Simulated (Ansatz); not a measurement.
**Dielectric response of BaTe (001) films**

Aim: the electronic and static ε of rocksalt BaTe (001) from films of three thicknesses in a field.

Main program and level: Ansatz 0.2.0; plane-wave DFT, PBEsol, Ansatz PAW.

**1. Starting point**

The cell holds 6 atoms: 3 Ba and 3 Te. Cell: a = 4.950 Å, b = 4.950 Å, c = 25.000 Å, α = 90.0°, β = 90.0°, γ = 90.0°. It derives from BaTe (rocksalt BaTe). Vacuum lies along c.

**2. Relaxing the film, 6 atoms, units 3**

The structure is relaxed first, because levels and dipoles at a surface follow the positions of the outer atoms.

input.yaml reads:

```yaml
crystal:
  lattice:
    - [4.94974747, 0.0, 0.0]
    - [0.0, 4.94974747, 0.0]
    - [0.0, 0.0, 25.0]
  atoms:
    - { symbol: Ba, position: [0.5, 0.5, 0.36] }
    - { symbol: Te, position: [0.0, 0.0, 0.36] }
    - { symbol: Ba, position: [0.0, 0.0, 0.5] }
    - { symbol: Te, position: [0.5, 0.5, 0.5] }
    - { symbol: Ba, position: [0.5, 0.5, 0.64] }
    - { symbol: Te, position: [0.0, 0.0, 0.64] }
kpoints:
  mp_grid: { grid: [6, 6, 1] }
hamiltonian:
  xc: pbesol
scf:
  occupations: { method: fixed }
  convergence: { dr2_threshold: 1.0e-09 }
efield:
  axis: 3
  dipole_correction: true
  ramp_position: 0.97
  ramp_width: 0.06
relax:
  f_tol: 0.003
  max_steps: 100
output:
  write_potential: true
  write_density: true
  volumetric_format: npy
```

On the command line:

```bash
ansatz run input.yaml --threads 4 --pin off --max-ram 12288MiB --backend cpu --events-out ev --progress --plain --runs-dir out
```

Numbers of over 12 decimals in the logs are rounded to 6 here.

Output:

```text
Engine: ansatz 0.2.0, aarch64-unknown-linux-gnu
Pseudopotentials: kind: paw
Pseudopotential: Ba, paw, valence charge 10, recommended cutoff 420 eV (normal), Ba.paw.azcp
Pseudopotential: Te, paw, valence charge 16, recommended cutoff 420 eV (normal), Te.paw.azcp
Functional definition: PBEsol
  exchange = pbesol_x
  correlation = pbesol_c
Crystal: 6 atoms, lattice volume = 612.500 Å³
Basis set: ecut = 420 eV, 12015 PW (Γ), exchange–correlation on 72×72×360 points (8 copies of the dense FFT grid, shifted against one another)
Bands: 47, of which v1, the nominal top of the filled ones, is band 39 counted from 1 (38 counted from 0)
Symmetry: 8 space group operations
k-points: 10 of 36
Non-local potential: Ba, projectors of the file, l = 0: 3, l = 1: 2, l = 2: 2, l = 3: 2
Non-local potential: Te, projectors of the file, l = 0: 2, l = 1: 2, l = 2: 2, l = 3: 2
PAW form: soft (Blöchl's): semilocal exchange-correlation on the pseudo side does not see the compensation charge
PAW frozen core: Ba, regenerated for the run's functional, and the local potential with it (the file was generated under x = pbe(κ = 0.804, μ = 0.219515), c = pbe(β = 0.066725))
PAW frozen core: Te, regenerated for the run's functional, and the local potential with it (the file was generated under x = pbe(κ = 0.804, μ = 0.219515), c = pbe(β = 0.066725))
PAW one-centre angular grid: Ba, 194 points (default); XC on 64 Gauss nodes
PAW one-centre angular grid: Te, 590 points (default); XC on 64 Gauss nodes
Initial density: superposition of atomic densities (neutral atoms: chi_scale 0, normalization atom), corrected by the library's trained network
Initial wavefunctions: pseudopotential atomic-orbital guess
Functional: x = pbesol(κ = 0.804, μ = 0.123457), c = pbesol(β = 0.046)
SCF iter   1: F=—  HF=-38302.192566 eV  |F-HF|=—  |Δ(HF+E_count)|=         —  Δρ=1.26e-3  dr2=2.98e-2  ethr=1.77e-3  p=-0.000 e·Å  D=-1.21e-14 V/Å  ΔV_dip=0.00 eV  dr2_dipole=1.12e-10  V_vac-E_F(+/−)=4.22/4.22 eV  ⟨swp⟩=8.0  Hψ=2107  notcnv=0  defer=55
efield: sawtooth ramp at fractional position 0.9700 (set: `efield.ramp_position`, or a place that a band, a saddle search or an elastic batch's reference lends), width 0.0600; the density the first Hamiltonian is built on has a dipole p = -0.000 e·Å; the dipole correction subtracts the counter field D = -1.21e-14 V/Å, which shifts the + side's vacuum level by +0.00 eV against the − side's; the planar-averaged density in the ramp window peaks in size at 9.2e-6 e/Å³
preconditioner: auto → Resta (q_TF=auto, 1.935 Å⁻¹)  ε∞=1.8  [insulator: Δε(μ)=1.577 eV  Ē_g=10.626 eV  n_scr=78 (ndim 8)  ℏωp=9.7 eV  f_vac=0.549  ε∞_Penn≈1.8  vacuum switching on, ρ_ref=8.2e-3 e/Å³]
SCF iter   2: F=—  HF=-38302.188177 eV  |F-HF|=—  |Δ(HF+E_count)|=   4.39e-3  Δρ=6.15e-4  dr2=3.24e-3  ethr=3.82e-5  p=-0.000 e·Å  D=-2.82e-6 V/Å  ΔV_dip=0.00 eV  dr2_dipole=2.50e-10  V_vac-E_F(+/−)=4.16/4.16 eV  ⟨swp⟩=4.4  Hψ=842  notcnv=0  defer=60
density mixer auto → msr1: gapped (density of states about μ 0.06 of a free-electron gas's, 78 screened modes)
SCF iter   3: F=—  HF=-38302.189047 eV  |F-HF|=—  |Δ(HF+E_count)|=   8.70e-4  Δρ=3.06e-4  dr2=7.18e-4  ethr=4.16e-6  p=0.000 e·Å  D=8.83e-7 V/Å  ΔV_dip=-0.00 eV  dr2_dipole=6.86e-11  V_vac-E_F(+/−)=4.17/4.17 eV  ⟨swp⟩=3.8  Hψ=694  notcnv=0  defer=60
SCF iter   4: F=—  HF=-38302.189439 eV  |F-HF|=—  |Δ(HF+E_count)|=   3.92e-4  Δρ=1.10e-4  dr2=9.09e-5  ethr=9.20e-7  p=-0.000 e·Å  D=-1.03e-6 V/Å  ΔV_dip=0.00 eV  dr2_dipole=6.24e-11  V_vac-E_F(+/−)=4.15/4.15 eV  ⟨swp⟩=3.0  Hψ=561  notcnv=0  defer=60
SCF iter   5: F=—  HF=-38302.189496 eV  |F-HF|=—  |Δ(HF+E_count)|=   5.70e-5  Δρ=1.44e-5  dr2=1.22e-6  ethr=1.17e-7  p=0.000 e·Å  D=1.28e-6 V/Å  ΔV_dip=-0.00 eV  dr2_dipole=1.10e-10  V_vac-E_F(+/−)=4.15/4.15 eV  ⟨swp⟩=2.0  Hψ=569  notcnv=0  defer=60
SCF iter   6: F=—  HF=-38302.189527 eV  |F-HF|=—  |Δ(HF+E_count)|=   3.11e-5  Δρ=4.72e-6  dr2=1.20e-7  ethr=1.57e-9  p=-0.000 e·Å  D=-2.65e-6 V/Å  ΔV_dip=0.00 eV  dr2_dipole=4.78e-10  V_vac-E_F(+/−)=4.15/4.15 eV  ⟨swp⟩=2.1  Hψ=827  notcnv=0  defer=58
SCF iter   7: F=—  HF=-38302.189528 eV  |F-HF|=—  |Δ(HF+E_count)|=   4.68e-7  Δρ=8.21e-7  dr2=1.21e-8  ethr=1.54e-10  p=0.000 e·Å  D=7.25e-6 V/Å  ΔV_dip=-0.00 eV  dr2_dipole=3.73e-9  V_vac-E_F(+/−)=4.15/4.15 eV  ⟨swp⟩=3.0  Hψ=940  notcnv=0  defer=58
SCF iter   8: F=—  HF=-38302.189528 eV  |F-HF|=—  |Δ(HF+E_count)|=   1.51e-9  Δρ=4.33e-7  dr2=1.05e-8  ethr=1.55e-11  p=-0.000 e·Å  D=-8.54e-6 V/Å  ΔV_dip=0.00 eV  dr2_dipole=5.26e-9  V_vac-E_F(+/−)=4.15/4.15 eV  ⟨swp⟩=2.9  Hψ=881  notcnv=0  defer=58
SCF iter   9: F=-38302.189528 eV  HF=-38302.189528 eV  |F-HF|=7.42e-10  |Δ(HF+E_count)|=   1.57e-9  Δρ=1.86e-7  dr2=7.74e-10  ethr=1.28e-12  p=-0.000 e·Å  D=-1.97e-6 V/Å  ΔV_dip=0.00 eV  dr2_dipole=2.83e-10  V_vac-E_F(+/−)=4.15/4.15 eV  ⟨swp⟩=8.5  Hψ=3088  notcnv=0
SCF 1 converged in 9 iterations: F = -38302.189528 eV  dr2 = 7.74e-10
  greatest PAW one-centre occupation: 0.998 electrons in one spin orbital (limit 2), on the Te atom at site 3 (counted from 0), in its partial waves of l = 2
relax step   1: F+E_penalty+E_count = -38302.18952771 eV  Δ(F+E_penalty+E_count) = +0.000e0 eV  max|allowed force component| = 2.949e-1 eV/Å  Δτ_max = 0.0000 Å  (9 SCF iters, accepted)
Initial density: handed on by an earlier stage of this run
Initial wavefunctions: those handed on with the density
iter 1 solved again at ethr=3.64e-5 eV; its pass at ethr=3.10e-3 eV (dr2=2.84e-2 eV) is discarded
SCF iter   1: F=—  HF=-38302.210240 eV  |F-HF|=—  |Δ(HF+E_count)|=         —  Δρ=1.65e-3  dr2=3.02e-2  ethr=3.64e-5  p=-0.000 e·Å  D=-1.97e-6 V/Å  ΔV_dip=0.00 eV  dr2_dipole=8.61e-10  V_vac-E_F(+/−)=4.18/4.18 eV  ⟨swp⟩=2.7  Hψ=1829  notcnv=0  defer=58
efield: sawtooth ramp at fractional position 0.9700 (set: `efield.ramp_position`, or a place that a band, a saddle search or an elastic batch's reference lends), width 0.0600; the density the first Hamiltonian is built on has a dipole p = -0.000 e·Å; the dipole correction subtracts the counter field D = -1.97e-6 V/Å, which shifts the + side's vacuum level by +0.00 eV against the − side's; the planar-averaged density in the ramp window peaks in size at 6.9e-7 e/Å³
preconditioner: auto → Resta (q_TF=auto, 1.935 Å⁻¹)  ε∞=1.8  [insulator: Δε(μ)=1.571 eV  Ē_g=10.642 eV  n_scr=78 (ndim 8)  ℏωp=9.7 eV  f_vac=0.561  ε∞_Penn≈1.8  vacuum switching on, ρ_ref=8.2e-3 e/Å³]
[...]
density mixer auto → broyden: gapped, where msr1 would fit the directions that read negative (density of states about μ 0.07 of a free-electron gas's, 78 screened modes)
SCF iter   3: F=—  HF=-38302.223258 eV  |F-HF|=—  |Δ(HF+E_count)|=   2.12e-5  Δρ=1.16e-4  dr2=1.47e-4  ethr=8.14e-7  p=0.000 e·Å  D=3.64e-6 V/Å  ΔV_dip=-0.00 eV  dr2_dipole=8.14e-10  V_vac-E_F(+/−)=4.35/4.35 eV  ⟨swp⟩=2.2  Hψ=650  notcnv=0  defer=60  κ⁻¹=6.2e-2(r=2)
SCF iter   4: F=—  HF=-38302.223288 eV  |F-HF|=—  |Δ(HF+E_count)|=   3.01e-5  Δρ=3.47e-5  dr2=9.96e-6  ethr=1.89e-7  p=-0.000 e·Å  D=-3.94e-6 V/Å  ΔV_dip=0.00 eV  dr2_dipole=1.48e-9  V_vac-E_F(+/−)=4.33/4.33 eV  ⟨swp⟩=2.0  Hψ=572  notcnv=0  defer=58  κ⁻¹=2.5e-3(r=3)
SCF iter   5: F=—  HF=-38302.223297 eV  |F-HF|=—  |Δ(HF+E_count)|=   9.02e-6  Δρ=7.23e-6  dr2=4.35e-7  ethr=1.28e-8  p=0.000 e·Å  D=9.79e-6 V/Å  ΔV_dip=-0.00 eV  dr2_dipole=5.83e-9  V_vac-E_F(+/−)=4.32/4.32 eV  ⟨swp⟩=2.0  Hψ=651  notcnv=0  defer=56  κ⁻¹=9.2e-5(r=4)
SCF iter   6: F=—  HF=-38302.223326 eV  |F-HF|=—  |Δ(HF+E_count)|=   2.92e-5  Δρ=2.34e-6  dr2=6.05e-8  ethr=5.57e-10  p=-0.000 e·Å  D=-1.47e-5 V/Å  ΔV_dip=0.00 eV  dr2_dipole=1.59e-8  V_vac-E_F(+/−)=4.32/4.32 eV  ⟨swp⟩=2.0  Hψ=690  notcnv=0  defer=48  κ⁻¹=4.7e-5(r=5)
SCF iter   7: F=—  HF=-38302.223326 eV  |F-HF|=—  |Δ(HF+E_count)|=   4.55e-8  Δρ=1.15e-6  dr2=9.09e-9  ethr=7.76e-11  p=0.000 e·Å  D=3.58e-6 V/Å  ΔV_dip=-0.00 eV  dr2_dipole=6.61e-10  V_vac-E_F(+/−)=4.32/4.32 eV  ⟨swp⟩=2.1  Hψ=659  notcnv=0  defer=48  κ⁻¹=3.8e-6(r=6)
SCF iter   8: F=-38302.223326 eV  HF=-38302.223326 eV  |F-HF|=1.97e-9  |Δ(HF+E_count)|=   1.37e-8  Δρ=3.33e-7  dr2=7.93e-10  ethr=1.28e-12  p=0.000 e·Å  D=2.18e-7 V/Å  ΔV_dip=-0.00 eV  dr2_dipole=4.23e-12  V_vac-E_F(+/−)=4.32/4.32 eV  ⟨swp⟩=7.1  Hψ=2982  notcnv=0
SCF 3 converged in 8 iterations: F = -38302.223326 eV  dr2 = 7.93e-10
relax step   3: F+E_penalty+E_count = -38302.22332623 eV  Δ(F+E_penalty+E_count) = -4.825e-3 eV  max|allowed force component| = 9.052e-3 eV/Å  Δτ_max = 0.0327 Å  (8 SCF iters, accepted)
SCF iter   1: F=—  HF=-38302.223394 eV  |F-HF|=—  |Δ(HF+E_count)|=         —  Δρ=7.05e-5  dr2=1.36e-4  ethr=1.20e-6  p=0.000 e·Å  D=2.18e-7 V/Å  ΔV_dip=-0.00 eV  dr2_dipole=1.94e-13  V_vac-E_F(+/−)=4.32/4.32 eV  ⟨swp⟩=5.3  Hψ=981  notcnv=0  defer=60
efield: sawtooth ramp at fractional position 0.9700 (set: `efield.ramp_position`, or a place that a band, a saddle search or an elastic batch's reference lends), width 0.0600; the density the first Hamiltonian is built on has a dipole p = 0.000 e·Å; the dipole correction subtracts the counter field D = 2.18e-7 V/Å, which shifts the + side's vacuum level by -0.00 eV against the − side's; the planar-averaged density in the ramp window peaks in size at 1.2e-6 e/Å³
preconditioner: auto → Resta (q_TF=auto, 1.935 Å⁻¹)  ε∞=1.8  [insulator: Δε(μ)=1.570 eV  Ē_g=10.564 eV  n_scr=78 (ndim 8)  ℏωp=9.7 eV  f_vac=0.557  ε∞_Penn≈1.8  vacuum switching on, ρ_ref=8.1e-3 e/Å³]
SCF iter   2: F=—  HF=-38302.223372 eV  |F-HF|=—  |Δ(HF+E_count)|=   2.17e-5  Δρ=3.27e-5  dr2=2.01e-5  ethr=1.75e-7  p=0.000 e·Å  D=1.15e-7 V/Å  ΔV_dip=-0.00 eV  dr2_dipole=1.67e-13  V_vac-E_F(+/−)=4.32/4.32 eV  ⟨swp⟩=2.0  Hψ=698  notcnv=0  defer=59  κ⁻¹=1.0e0(r=1)
density mixer auto → broyden: gapped, where msr1 would fit the directions that read negative (density of states about μ 0.07 of a free-electron gas's, 78 screened modes)
SCF iter   3: F=—  HF=-38302.223369 eV  |F-HF|=—  |Δ(HF+E_count)|=   3.65e-6  Δρ=1.85e-5  dr2=3.01e-6  ethr=2.58e-8  p=0.000 e·Å  D=1.81e-7 V/Å  ΔV_dip=-0.00 eV  dr2_dipole=2.63e-13  V_vac-E_F(+/−)=4.32/4.32 eV  ⟨swp⟩=2.0  Hψ=649  notcnv=0  defer=42  κ⁻¹=1.5e-2(r=2)
SCF iter   4: F=—  HF=-38302.223401 eV  |F-HF|=—  |Δ(HF+E_count)|=   3.24e-5  Δρ=3.84e-6  dr2=1.25e-7  ethr=3.86e-9  p=0.000 e·Å  D=3.98e-9 V/Å  ΔV_dip=-0.00 eV  dr2_dipole=1.40e-12  V_vac-E_F(+/−)=4.32/4.32 eV  ⟨swp⟩=2.0  Hψ=559  notcnv=0  defer=35  κ⁻¹=8.4e-4(r=3)
SCF iter   5: F=—  HF=-38302.223401 eV  |F-HF|=—  |Δ(HF+E_count)|=   9.58e-8  Δρ=1.17e-6  dr2=1.12e-8  ethr=1.60e-10  p=0.000 e·Å  D=3.68e-7 V/Å  ΔV_dip=-0.00 eV  dr2_dipole=3.21e-12  V_vac-E_F(+/−)=4.32/4.32 eV  ⟨swp⟩=2.0  Hψ=649  notcnv=0  defer=36  κ⁻¹=7.7e-5(r=4)
SCF iter   6: F=-38302.223401 eV  HF=-38302.223401 eV  |F-HF|=1.74e-9  |Δ(HF+E_count)|=   2.00e-8  Δρ=2.91e-7  dr2=5.14e-10  ethr=1.28e-12  p=-0.000 e·Å  D=-1.86e-7 V/Å  ΔV_dip=0.00 eV  dr2_dipole=7.72e-12  V_vac-E_F(+/−)=4.32/4.32 eV  ⟨swp⟩=6.8  Hψ=3065  notcnv=0
SCF 4 converged in 6 iterations: F = -38302.223401 eV  dr2 = 5.14e-10
relax step   4: F+E_penalty+E_count = -38302.22340108 eV  Δ(F+E_penalty+E_count) = -7.485e-5 eV  max|allowed force component| = 1.156e-3 eV/Å  Δτ_max = 0.0041 Å  (6 SCF iters, accepted)
NSCF: frozen V_eff on 10 k-points
the search or the solves at the SCF's close seem to have found levels that the self-consistency loop had missed (the run counts 2). By its estimate they hold under 1e-12 electrons; where the run keeps them, the occupations were computed again with them
SCF converged after 6 iterations
Stability not checked: this state was not tested for a lower state beside it, because the mixer in use, unlike msr1, does not test its closes by its own steps (another_mixer; see scf.mixing.algorithm and scf.lower_state_search)
Free energy (F): -38302.223401 eV
Harris-Foulkes:  -38302.223401 eV  (|F-HF|=1.74e-9)
Internal energy: -38302.223401 eV  (E = F + TS)
E sigma→0 (E₀):  -38302.223401 eV
Fermi energy:    0.160045 eV
Dipole field:    D = 0.000002 V/Å  (p = 0.000007 e·Å, saw-weighted, corrected)
Work function:   Φ+ = 4.3233 eV   Φ− = 4.3234 eV
Levels:          The Fermi level and band energies are counted from a zero that moves with the ramp; work functions are not
--- Per-component energies (eV) ---
  E_band       = -1486.648373
  E_kinetic    = 1048.005377
  E_local      = -39867.463269  (includes V_loc(G=0)·N_el)
  E_nonlocal   = -747.653892
  E_hartree    = 20027.779485
  E_xc         = -871.215679
  E_vxc        = -719.973481  (∫ρ·V_xc dr)
  E_paw        = -29177.360677  (= ΣΔE_a)
  E_vpaw       = -1255.122347  (= ΣTr[D̂ρ^β])
  E_aug_tail   = -0.000538  (compensation charges beyond the density's cutoff)
  E_efield     = 0.000000  (sawtooth field / dipole correction)
  E_vefield    = 0.000000  (∫n·V_field dr)
  E_ewald      = 11284.107047
  E_core_change = 1.578745  (= ΣΔE_core)
  E_smearing   = -0.000000  (= −TS)
  E_closure    = 0.000000  (closes the sum)
  Σ components = -38302.223401   (vs F -38302.223401, Δ=0.00e0)
--- Forces (eV/Å), atoms counted from 1 ---
  atom   1  Ba    -0.00000000     0.00000000     0.00085962
  atom   2  Te     0.00000000     0.00000000     0.00115503
  atom   3  Ba    -0.00000000     0.00000000     0.00000061
  atom   4  Te    -0.00000000     0.00000000    -0.00000066
  atom   5  Ba     0.00000000     0.00000000    -0.00085981
  atom   6  Te     0.00000000     0.00000000    -0.00115647
  max |Σ_I F_I| component: 1.68e-6 eV/Å
--- Band table (eV; the first three rows and the last of 10) ---
  k-point 0: bands = [... 35 lower, 0.0589, 0.0589, 0.1600, 0.1600, 1.7317, 2.2074, 2.8281, 2.8404, ... 4 higher]
  k-point 1: bands = [... 35 lower, -0.4170, -0.2126, -0.1976, -0.1244, 2.2358, 2.6445, 3.0774, 3.2465, ... 4 higher]
  k-point 2: bands = [... 35 lower, -0.6169, -0.6052, -0.5566, -0.3257, 3.2582, 3.2994, 3.5418, 3.7215, ... 4 higher]
  k-point 9: bands = [... 35 lower, -0.5022, -0.3345, -0.3345, 0.0308, 2.0558, 2.0558, 3.3628, 3.3628, ... 4 higher]
--- Relaxed structure (4 steps of the walk, 4 accepted, 0 SCFs on fresh bases) ---
  F+E_penalty+E_count = -38302.22340108 eV   max|allowed force component| = 1.156e-3 eV/Å
  atoms:
    - { symbol: Ba, position: [0.5, 0.5, 0.364538] }
    - { symbol: Te, position: [0, 0.0, 0.361473] }
    - { symbol: Ba, position: [0, 0.0, 0.500000] }
    - { symbol: Te, position: [0.5, 0.5, 0.500000] }
    - { symbol: Ba, position: [0.5, 0.5, 0.635462] }
    - { symbol: Te, position: [0, 0.0, 0.638527] }
```

Elapsed: 29 s, on 4 threads of Arm Neoverse V1, shared host; peak memory 1.1 GiB.

Step by step:

```csv
step,energy less that of the first step (eV),largest force component (eV/Å)
1,0.0000,0.2949
2,-0.0290,0.1225
3,-0.0338,0.0091
4,-0.0339,0.0012
```

Forces are held to the 8 operations that the run works with; a distortion that breaks them can't arise in this run.

The atoms that moved most (Å):

```csv
atom,dx,dy,dz,length
Ba1,0.000,0.000,0.113,0.113
Ba5,0.000,0.000,-0.113,0.113
Te6,0.000,0.000,-0.037,0.037
Te2,0.000,0.000,0.037,0.037
```

The relaxed structure:

```cif
data_structure
_symmetry_space_group_name_H-M 'P 1'
_symmetry_Int_Tables_number 1
_cell_length_a 4.9497
_cell_length_b 4.9497
_cell_length_c 25.0000
_cell_angle_alpha 90.000
_cell_angle_beta 90.000
_cell_angle_gamma 90.000
_cell_volume 612.50
loop_
_atom_site_label
_atom_site_type_symbol
_atom_site_fract_x
_atom_site_fract_y
_atom_site_fract_z
_atom_site_occupancy
Ba1 Ba 0.50000 0.50000 0.36454 1
Te2 Te 0.00000 0.00000 0.36147 1
Ba3 Ba 0.00000 0.00000 0.50000 1
Te4 Te 0.50000 0.50000 0.50000 1
Ba5 Ba 0.50000 0.50000 0.63546 1
Te6 Te 0.00000 0.00000 0.63853 1
```

Numbers from this step:

```
gap on the k-mesh             : 1.572 eV
dipole along the normal       : 6.60e-6 e·Å
ionisation energy, upper face : 4.323 eV
electron affinity, upper face : 2.752 eV
```

Running mean over 3.5 Å of the planar mean; the ramp of the sawtooth is left out. Electron's electrostatic potential energy less the highest filled level against z:

z (Å), electron's electrostatic potential energy less the highest filled level (eV) and a bar from the least value:
```
        4       4.32 ##############################
        5       4.31 ##############################
        6       4.12 #############################
        7       2.47 ####################
        8      -0.07 ######
        9      -0.94 #
       10      -1.08 #
       11      -1.19 
       12      -1.02 #
       13      -1.02 #
       14      -1.19 
       15      -1.08 #
       16      -0.94 #
       17      -0.07 ######
       18       2.47 ####################
       19       4.12 #############################
       20       4.31 ##############################
       21       4.32 ##############################
```

The relaxation took 4 steps and lowered the energy by 0.034 eV; the largest force on the free atoms ends at 0.0012 eV/Å.

The gap is 1.57 eV, with the valence edge 4.32 eV and the conduction edge 2.75 eV under the upper vacuum level.

[end of part 1 of 5]

[Logs are printed without paths, hosts, clocks, repeated set-up lines and the standing remarks that a program may print on its own settings, such as how far it seeks lower states.]

[Hosts, paths, dates, database ids (printed as entryN), source tags and the programs' standing remarks are cut or masked in the printed files.]

[Maps of the electrostatic potential energy from Ansatz leave out the sawtooth potential of an applied field or a dipole correction, so their vacuum need not be flat; planar profiles and work functions include it.]
